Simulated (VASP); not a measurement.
# Cu (P6_3/mmc) in VASP: notebook

The runs below take Cu through single point, with PBE.

Everything below comes from runs of VASP 6.6.1. Logs are shortened: lines on timing, memory, paths and dates and some standing lists are left out, and cuts for length are marked.

## Step 1: Starting point

The structure is hexagonal, space group P6_3/mmc (No. 194). The conventional cell has a = 2.488 Å, b = 2.488 Å, c = 4.038 Å, α = 90.00°, β = 90.00°, γ = 120.00°. Cu (site symmetry -6m2) has 12 Cu at 2.48 to 2.49 Å as nearest neighbours.

This isn't the form of Cu at room conditions, which is fcc.

## Step 2: Single point, PBE

INCAR

```
SYSTEM = Cu
PREC = Accurate
ENCUT = 520
EDIFF = 1E-6
ISMEAR = 1
SIGMA = 0.05
LREAL = .False.
LASPH = .True.
NELM = 60
ALGO = Fast
ISIF = 2
LWAVE = .False.
LCHARG = .False.
GGA = PE
NBANDS = 18
```

KPOINTS

```
regular mesh
0
Gamma
  10 10 6
  0 0 0
```

POSCAR

```
Cu
1.0
    2.4882205543      0.0000000000      0.0000000000
   -1.2441102722      2.1548622084      0.0000000000
    0.0000000000      0.0000000000      4.0381189141
Cu
2
Direct
    0.3333333333      0.6666666667      0.2500000000
    0.6666666667      0.3333333333      0.7500000000
```

Potentials or basis: VASP PAW PBE potentials, release 64 (Cu).

The run is started by

```
cat potpaw_PBE.64/Cu/POTCAR > POTCAR
mpirun -np 1 vasp_std > vasp.out
```

OUTCAR:

```text
SYSTEM = Cu
   PREC = Accurate
   ENCUT = 520
   EDIFF = 1E-6
   ISMEAR = 1
   LREAL = .False.
   LASPH = .True.
   NELM = 60
   ISIF = 2
   GGA = PE

 ion  position               nearest neighbor table
   1  0.333  0.667  0.250-   2 2.48   2 2.48   2 2.48   2 2.48   2 2.48   2 2.48
   2  0.667  0.333  0.750-   1 2.48   1 2.48   1 2.48   1 2.48   1 2.48   1 2.48

  LATTYP: Found a hexagonal cell.
 ALAT       =     2.4882205543
 C/A-ratio  =     1.6228942837

  Lattice vectors:

 A1 = (   2.4882205543,   0.0000000000,   0.0000000000)
 A2 = (  -1.2441102722,   2.1548622084,   0.0000000000)
 A3 = (   0.0000000000,   0.0000000000,   4.0381189141)

Analysis of symmetry for initial positions (statically):
=====================================================================
 Subroutine PRICEL returns:
 Original cell was already a primitive cell.

 Routine SETGRP: Setting up the symmetry group for a
 hexagonal supercell.

 Subroutine GETGRP returns: Found 24 space group operations
 (whereof 12 operations were pure point group operations)
 out of a pool of 24 trial point group operations.

The static configuration has the point symmetry D_3d.
 The point group associated with its full space group is D_6h.

Analysis of symmetry for dynamics (positions and initial velocities):
=====================================================================
 Subroutine PRICEL returns:
 Original cell was already a primitive cell.

 Routine SETGRP: Setting up the symmetry group for a
 hexagonal supercell.

 Subroutine GETGRP returns: Found 24 space group operations
 (whereof 12 operations were pure point group operations)
 out of a pool of 24 trial point group operations.

The dynamic configuration has the point symmetry D_3d.
 The point group associated with its full space group is D_6h.

 Subroutine INISYM returns: Found 24 space group operations
 (whereof 12 operations are pure point group operations),
 and found     1 'primitive' translations

----------------------------------------------------------------------------------------

                                     Primitive cell

  volume of cell :      21.6515

  direct lattice vectors                    reciprocal lattice vectors
     2.488220554  0.000000000  0.000000000     0.401893634  0.232033397  0.000000000
    -1.244110272  2.154862208  0.000000000     0.000000000  0.464066796  0.000000000
     0.000000000  0.000000000  4.038118914     0.000000000  0.000000000  0.247640057

  length of vectors
     2.488220554  2.488220550  4.038118914     0.464066795  0.464066796  0.247640057

  position of ions in fractional coordinates (direct lattice)
[... 76 lines left out ...]
   LASPH  =      T    aspherical Exc in radial PAW
   ENCUT  =  520.0 eV  38.22 Ry    6.18 a.u.   4.63  4.63  7.51*2*pi/ulx,y,z
   NELM   =     60;   NELMIN=  2; NELMDL= -5     # of ELM steps
   EDIFF  = 0.1E-05   stopping-criterion for ELM
   LREAL  =      F    real-space projection
[... 7 lines left out ...]
   TEBEG  =    0.0;   TEEND  =   0.0 temperature during run
   PSTRESS=    0.0 pullay stress
   NELECT =      22.0000    total number of electrons
   NUPDOWN=      -1.0000    fix difference up-down
   EMIN   =  10.00;   EMAX   =-10.00  energy-range for DOS
   EFERMI =   0.00;   METHOD = LEGACY
   ISMEAR =     1;   SIGMA  =   0.05  broadening in eV -4-tet -1-fermi 0-gaus
   EFERMI_NEDOS =   21; number of points for ismear=-14 and -15
   IALGO  =     68    algorithm
   IMIX   =      4    mixing-type and parameters
     AMIX     =   0.40;   BMIX     =  1.00
     AMIX_MAG =   1.60;   BMIX_MAG =  1.00
  volume/ion in A,a.u.               =      10.83        73.06
  Fermi-wavevector in a.u.,A,eV,Ry     =   1.645836  3.110179 36.855138  2.708776
  Thomas-Fermi vector in A             =   2.735566
   LORBIT       =      0    0 simple, 1 ext, 2 COOP (PROOUT), +10 PAW based schemes
   GGA     = PE    functional components
   LHFCALC =     F    Hartree Fock is set to
   AEXX    =    0.0000 exact exchange contribution
   IVDW    =     0    specifies the selected vdW correction
   LEPSILON=     F    determine dielectric tensor
   LRPA    =     F    only Hartree local field effects (RPA)
 non-spin polarized calculation
 RMM-DIIS sequential band-by-band and
 Methfessel and Paxton  Order N= 1 SIGMA  =   0.05
  energy-cutoff  :      520.00
  volume of cell :       21.65
 maximum number of plane-waves:       594
 NGX is ok and might be reduce to    20
   NGX =  9   NGY =  9   NGZ = 15

 number of electron      22.0000002 magnetization

 Free energy of the ion-electron system (eV)
  ---------------------------------------------------
  ext. energy  EPLUGINS =         0.00000000
  ---------------------------------------------------
  free energy    TOTEN  =        -7.29253296 eV

  energy without entropy =       -7.29192792  energy(sigma->0) =       -7.29233128

 E-fermi :   8.6361     XC(G=0): -13.2393

 val. band max:        8.5613446070   @ k =   0.5000   0.0000   0.1667
 cond. band min:       8.6414083969   @ k =   0.4000   0.1000   0.3333
 fundamental gap:      0.0800637899
 Fermi energy:         8.6361152310

 k-point     1 :       0.0000    0.0000    0.0000
  band No.  band energies     occupation
      1      -1.3197      2.00000
      2       3.1324      2.00000
      3       5.4222      2.00000
      4       5.4716      2.00000
      5       5.4716      2.00000
      6       5.7163      2.00000
[... 481 lines left out ...]
      5       5.3365      2.00000
      6       5.8085      2.00000
[... 10 lines left out ...]
     17      23.8681      0.00000
     18      26.8531      0.00000

 [... further k-points ...]

------------------------ aborting loop because EDIFF is reached ----------------------------------------

  FORCE on cell =-STRESS in cart. coord.  units (eV):
  Direction    XX          YY          ZZ          XY          YZ          ZX
  --------------------------------------------------------------------------------------
  -------------------------------------------------------------------------------------
  Total        2.6594841      2.6594841      2.5598100      0.0000000     -0.0000000      0.0000000
  in kB      196.7979155    196.7979151    189.4221806      0.0000005     -0.0000000      0.0000000
  external PRESSURE =     194.3393371 kB  Pullay stress =       0.0000000 kB

 VOLUME and BASIS-vectors are now :
 -----------------------------------------------------------------------------
  energy-cutoff  :      520.00
  volume of cell :       21.65
      direct lattice vectors                 reciprocal lattice vectors
     2.488220554  0.000000000  0.000000000     0.401893634  0.232033397  0.000000000
    -1.244110272  2.154862208  0.000000000     0.000000000  0.464066796  0.000000000
     0.000000000  0.000000000  4.038118914     0.000000000  0.000000000  0.247640057

 POSITION                                       TOTAL-FORCE (eV/Angst)
 -----------------------------------------------------------------------------------
      0.00000      1.43657      1.00953         0.000000     -0.000000     -0.000000
      1.24411      0.71829      3.02859        -0.000000      0.000000      0.000000
 -----------------------------------------------------------------------------------
    total drift:                               -0.000000      0.000000     -0.000000

  FREE ENERGIE OF THE ION-ELECTRON SYSTEM (eV)
  ---------------------------------------------------
  free  energy   TOTEN  =        -7.2925329649 eV

  energy  without entropy=       -7.2919279174  energy(sigma->0) =       -7.29233128
```

OSZICAR:

```text
N       E                     dE             d eps       ncg     rms          rms(c)
DAV:   1     0.122394643268E+03    0.12239E+03   -0.10432E+04  2216   0.223E+03
DAV:   2    -0.304106169159E+01   -0.12544E+03   -0.11926E+03  2020   0.293E+02
DAV:   3    -0.910652017692E+01   -0.60655E+01   -0.58858E+01  2276   0.865E+01
DAV:   4    -0.917190027408E+01   -0.65380E-01   -0.65336E-01  2406   0.962E+00
DAV:   5    -0.917270600173E+01   -0.80573E-03   -0.80570E-03  2472   0.937E-01    0.110E+01
RMM:   6    -0.786495297747E+01    0.13078E+01   -0.96525E+00  2360   0.551E+01    0.552E+00
RMM:   7    -0.732432548323E+01    0.54063E+00   -0.15642E+00  2347   0.229E+01    0.158E+00
RMM:   8    -0.729498947353E+01    0.29336E-01   -0.62753E-02  2471   0.236E+00    0.423E-01
RMM:   9    -0.729211059324E+01    0.28789E-02   -0.17417E-02  2471   0.251E+00    0.629E-02
RMM:  10    -0.729250711940E+01   -0.39653E-03   -0.34543E-03  2592   0.570E-01    0.196E-02
RMM:  11    -0.729255117306E+01   -0.44054E-04   -0.44605E-04  2512   0.349E-01    0.516E-02
RMM:  12    -0.729252742914E+01    0.23744E-04   -0.17374E-04  2609   0.190E-01    0.938E-03
RMM:  13    -0.729253322038E+01   -0.57912E-05   -0.50063E-05  2505   0.596E-02    0.801E-03
RMM:  14    -0.729253296495E+01    0.25543E-06   -0.42956E-06  1809   0.215E-02
   1 F= -.72925330E+01 E0= -.72923313E+01  d E =-.605048E-03
```

Wall time 15 s (1 thread of Intel Xeon Platinum 8559C (Emerald Rapids), shared host); peak memory 0.13 GiB.

Results:

```
Free energy            : -7.2925 eV
Pressure               : 19.4 GPa
Band gap on the k mesh : none (metal or under the smearing width)
```

Caveat: so large a pressure means that the cell lies far from this level's equilibrium, or that cutoff or potentials fall short.

## Step 3: Single point, PBE

This run uses another cell than the first one, of 12.05 Å³/atom, 1.113 times its volume.

INCAR

```
PREC = Accurate
ENCUT = 520
EDIFF = 1E-6
ISMEAR = 1
SIGMA = 0.05
LREAL = F
LASPH = T
NELM = 60
ALGO = Fast
ISIF = 2
LWAVE = F
LCHARG = F
GGA = PE
NBANDS = 18
```

KPOINTS

```
regular mesh
0
Gamma
  10 10 6
```

POSCAR

```
Cu
1.0
    2.5783692961      0.0000000000      0.0000000000
   -1.2891846430      2.2329333088      0.0000000000
    0.0000000000      0.0000000000      4.1844207918
Cu
2
Direct
    0.3333333333      0.6666666667      0.2500000000
    0.6666666667      0.3333333333      0.7500000000
```

Potentials or basis: VASP PAW PBE potentials, release 64 (Cu).

The run is started by

```
cat potpaw_PBE.64/Cu/POTCAR > POTCAR
mpirun -np 1 vasp_std > vasp.out
```

OUTCAR:

```text
PREC = Accurate
   ENCUT = 520
   EDIFF = 1E-6
   ISMEAR = 1
   LREAL = F
   LASPH = T
   NELM = 60
   ISIF = 2
   GGA = PE

 ion  position               nearest neighbor table
   1  0.333  0.667  0.250-   2 2.57   2 2.57   2 2.57   2 2.57   2 2.57   2 2.57
   2  0.667  0.333  0.750-   1 2.57   1 2.57   1 2.57   1 2.57   1 2.57   1 2.57

  LATTYP: Found a hexagonal cell.
 ALAT       =     2.5783692961
 C/A-ratio  =     1.6228942837

  Lattice vectors:

 A1 = (   2.5783692961,   0.0000000000,   0.0000000000)
 A2 = (  -1.2891846430,   2.2329333088,   0.0000000000)
 A3 = (   0.0000000000,   0.0000000000,   4.1844207918)

Analysis of symmetry for initial positions (statically):
=====================================================================
 Subroutine PRICEL returns:
 Original cell was already a primitive cell.

 Routine SETGRP: Setting up the symmetry group for a
 hexagonal supercell.

 Subroutine GETGRP returns: Found 24 space group operations
 (whereof 12 operations were pure point group operations)
 out of a pool of 24 trial point group operations.

[... 163 lines left out ...]
  free energy    TOTEN  =        -7.42211926 eV

  energy without entropy =       -7.42194188  energy(sigma->0) =       -7.42206013

 E-fermi :   7.2810     XC(G=0): -12.6108

 val. band max:        7.2566855442   @ k =   0.5000  -0.0000   0.1667
 cond. band min:       7.3107382571   @ k =   0.4000   0.1000   0.3333
 fundamental gap:      0.0540527129
 Fermi energy:         7.2810309909

 k-point     1 :       0.0000    0.0000    0.0000
  band No.  band energies     occupation
      1      -1.8583      2.00000
      2       2.3923      2.00000
      3       4.4005      2.00000
      4       4.4357      2.00000
      5       4.4357      2.00000
      6       4.6408      2.00000
[... 481 lines left out ...]
      5       4.3308      2.00000
      6       4.7337      2.00000
[... 10 lines left out ...]
     17      21.4175      0.00000
     18      24.3548      0.00000

 [... further k-points ...]

------------------------ aborting loop because EDIFF is reached ----------------------------------------

  FORCE on cell =-STRESS in cart. coord.  units (eV):
  Direction    XX          YY          ZZ          XY          YZ          ZX
  --------------------------------------------------------------------------------------
  -------------------------------------------------------------------------------------
  Total       -0.0119928     -0.0119928      0.0573170     -0.0000000     -0.0000000      0.0000000
  in kB       -0.7975820     -0.7975820      3.8118689     -0.0000000     -0.0000000      0.0000000
  external PRESSURE =       0.7389016 kB  Pullay stress =       0.0000000 kB

 VOLUME and BASIS-vectors are now :
 -----------------------------------------------------------------------------
  energy-cutoff  :      520.00
  volume of cell :       24.09
      direct lattice vectors                 reciprocal lattice vectors
     2.578369296  0.000000000  0.000000000     0.387842037  0.223920704  0.000000000
    -1.289184643  2.232933309  0.000000000     0.000000000  0.447841409  0.000000000
     0.000000000  0.000000000  4.184420792     0.000000000  0.000000000  0.238981701

 POSITION                                       TOTAL-FORCE (eV/Angst)
 -----------------------------------------------------------------------------------
      0.00000      1.48862      1.04611         0.000000      0.000000      0.000000
      1.28918      0.74431      3.13832        -0.000000     -0.000000      0.000000
 -----------------------------------------------------------------------------------
    total drift:                               -0.000000      0.000000     -0.000000

  FREE ENERGIE OF THE ION-ELECTRON SYSTEM (eV)
  ---------------------------------------------------
  free  energy   TOTEN  =        -7.4221192561 eV

  energy  without entropy=       -7.4219418848  energy(sigma->0) =       -7.42206013
```

OSZICAR:

```text
N       E                     dE             d eps       ncg     rms          rms(c)
DAV:   1     0.125173905058E+03    0.12517E+03   -0.10456E+04  2144   0.218E+03
DAV:   2    -0.307832270493E+01   -0.12825E+03   -0.12202E+03  2020   0.289E+02
DAV:   3    -0.915420142043E+01   -0.60759E+01   -0.58609E+01  2244   0.868E+01
DAV:   4    -0.921705655409E+01   -0.62855E-01   -0.62820E-01  2446   0.947E+00
DAV:   5    -0.921787773178E+01   -0.82118E-03   -0.82116E-03  2498   0.922E-01    0.109E+01
RMM:   6    -0.816478395843E+01    0.10531E+01   -0.11078E+01  2354   0.588E+01    0.645E+00
RMM:   7    -0.744054536660E+01    0.72424E+00   -0.20442E+00  2323   0.264E+01    0.136E+00
RMM:   8    -0.742407752486E+01    0.16468E-01   -0.50015E-02  2423   0.214E+00    0.349E-01
RMM:   9    -0.742186117002E+01    0.22164E-02   -0.11897E-02  2466   0.200E+00    0.370E-02
RMM:  10    -0.742209586176E+01   -0.23469E-03   -0.22349E-03  2616   0.503E-01    0.283E-02
RMM:  11    -0.742212597786E+01   -0.30116E-04   -0.19002E-04  2540   0.171E-01    0.352E-02
RMM:  12    -0.742211666085E+01    0.93170E-05   -0.73971E-05  2612   0.123E-01    0.637E-03
RMM:  13    -0.742211905389E+01   -0.23930E-05   -0.22880E-05  2325   0.458E-02    0.376E-03
RMM:  14    -0.742211925608E+01   -0.20220E-06   -0.30639E-06  1642   0.202E-02
   1 F= -.74221193E+01 E0= -.74220601E+01  d E =-.177371E-03
```

stdout:

```text
POSCAR found type information on POSCAR Cu
 POSCAR found :  1 types and       2 ions
 scaLAPACK will be used
 LDA part: xc-table for (Slater+PW92), standard interpolation
 POSCAR, INCAR and KPOINTS ok, starting setup
 FFT: planning ... GRIDC
 FFT: planning ... GRID_SOFT
 FFT: planning ... GRID
 WAVECAR not read
 entering main loop
```

It took 24 s on 1 thread of Intel Xeon Platinum 8559C (Emerald Rapids), shared host; peak memory 0.14 GiB.

What came out:

```yaml
Free_energy: -7.4221 eV
Pressure: 0.1 GPa
Band_gap_on_the_k_mesh: none (metal or under the smearing width)
```

Stress tensor (GPa, compression positive):
```
-0.08  0.00  0.00
 0.00 -0.08  0.00
 0.00  0.00  0.38
```

## Step 4: Single point, PBE

This run uses another cell than the first one, of 12.35 Å³/atom, 1.141 times its volume.

INCAR

```
ALGO = Normal ; EDIFF = 1E-6
ENCUT = 520 ; GGA = PE
ISIF = 2 ; ISMEAR = 1
LASPH = True ; LCHARG = False
LREAL = False ; LWAVE = False
NBANDS = 18 ; NELM = 80
PREC = Accurate ; SIGMA = 0.05
```

KPOINTS

```
k-points
0
Gamma
  10 10 6
```

POSCAR

```
Cu
1.0
    2.5999466114      0.0000000000      0.0000000000
   -1.2999733005      2.2516198120      0.0000000000
    0.0000000000      0.0000000000      4.2194384934
Cu
2
Direct
    0.3333333333      0.6666666667      0.2500000000
    0.6666666667      0.3333333333      0.7500000000
```

The run is started by

```
cat potpaw_PBE.64/Cu/POTCAR > POTCAR
mpirun -np 1 vasp_std > vasp.out
```

Run time: 13 s. Hardware: 1 thread of Intel Xeon Platinum 8559C (Emerald Rapids), shared host; peak memory 0.14 GiB.

Results (log left out):

- Free energy: -7.4160 eV
- Pressure: -3.3 GPa
- Band gap on the k mesh: none (metal or under the smearing width)

Stress tensor (GPa, compression positive):
```
-3.47  0.00  0.00
 0.00 -3.47  0.00
 0.00  0.00 -2.97
```

Levels at points of the mesh, in eV from the Fermi level:
```
           k point  band 7  band 8  band 9  band 10  band 11  band 12  band 13  band 14  band 15  band 16
(0.00, 0.00, 0.00)   -2.59   -2.34   -2.34    -1.63    -1.63    -0.77     3.67    20.95    20.98    20.98
(0.50, 0.00, 0.00)   -2.54   -1.56   -1.50    -1.46     0.05     1.49     7.63     7.96    10.47    10.62
(0.00, 0.00, 0.50)   -2.83   -2.83   -1.84    -1.84    -1.84    -1.84    12.28    12.28    21.63    21.63
(0.50, 0.00, 0.50)   -1.78   -1.78   -1.50    -1.50     0.58     0.58     4.63     4.63    15.62    15.62
```

## Step 5: Single point, PBE

This run uses another cell than the first one, of 10.52 Å³/atom, 0.972 times its volume.

INCAR

```
SYSTEM = Cu
PREC     = Accurate       ! precision mode
ENCUT    = 520            ! plane-wave cutoff, eV
EDIFF    = 1E-7           ! SCF threshold, eV
ISMEAR   = 1              ! smearing method
SIGMA    = 0.05           ! smearing width, eV
LREAL    = .False.        ! projectors in reciprocal space
LASPH    = .True.         ! aspherical terms in the spheres
NELM     = 80             ! most SCF steps
ALGO     = Normal         ! electronic algorithm
ISIF     = 2              ! what is computed and relaxed
LWAVE    = .False.        ! write WAVECAR
LCHARG   = .False.        ! write CHGCAR
GGA      = PE             ! functional
NBANDS   = 18             ! bands
```

KPOINTS

```
Automatic mesh
0
Gamma
  10 10 6
  0 0 0
```

POSCAR

```
Cu
1.0
    2.4646341058      0.0000000000      0.0000000000
   -1.2323170480      2.1344357448      0.0000000000
    0.0000000000      0.0000000000      3.9998406016
Cu
2
Direct
    0.3333333333      0.6666666667      0.2500000000
    0.6666666667      0.3333333333      0.7500000000
```

The run is started by

```
cat potpaw_PBE.64/Cu/POTCAR > POTCAR
mpirun -np 1 vasp_std > vasp.out
```

Wall time 18 s (1 thread of Intel Xeon Platinum 8559C (Emerald Rapids), shared host); peak memory 0.13 GiB.

Results (log left out):

- Free energy: -7.2076 eV
- Pressure: 25.7 GPa
- Band gap on the k mesh: none (metal or under the smearing width)

Stress tensor (GPa, compression positive):
```
26.05  0.00  0.00
 0.00 26.05  0.00
 0.00  0.00 25.05
```

Levels at points of the mesh, in eV from the Fermi level:
```
           k point  band 8  band 9  band 10  band 11  band 12  band 13  band 14  band 15
(0.00, 0.00, 0.00)   -2.70   -2.70    -1.79    -1.79    -1.21     4.55    22.28    23.51
(0.50, 0.00, 0.00)   -1.68   -1.61    -1.56     0.06     1.87     8.43     8.99    11.53
(0.00, 0.00, 0.50)   -3.31   -2.05    -2.05    -2.05    -2.05    13.71    13.71    23.02
(0.50, 0.00, 0.50)   -2.02   -1.60    -1.60     0.45     0.45     5.57     5.57    17.36
```

Caveat: so large a pressure means that the cell lies far from this level's equilibrium, or that cutoff or potentials fall short.

## Step 6: Overview

| cell | gap on the mesh (eV) | pressure (GPa) |
| --- | --- | --- |
| P6_3/mmc, 10.83 Å³/atom | none | 19.4 |
| P6_3/mmc, 12.05 Å³/atom | none | 0.1 |
| P6_3/mmc, 12.35 Å³/atom | none | -3.3 |
| P6_3/mmc, 10.52 Å³/atom | none | 25.7 |

Alike in all rows: task single point; level PBE; potentials or basis VASP PAW PBE potentials, release 64 (Cu); no spin polarisation; k mesh 10 × 10 × 6; cutoff (eV) 520; smearing methfessel-paxton 0.05 eV.

Every run on the cell as given and a fine mesh finds a metal.

Caveats: so large a pressure means that the cell lies far from this level's equilibrium, or that cutoff or potentials fall short (some runs).

Total energies depend on the potentials used, so only differences within one code and one set of settings carry meaning.
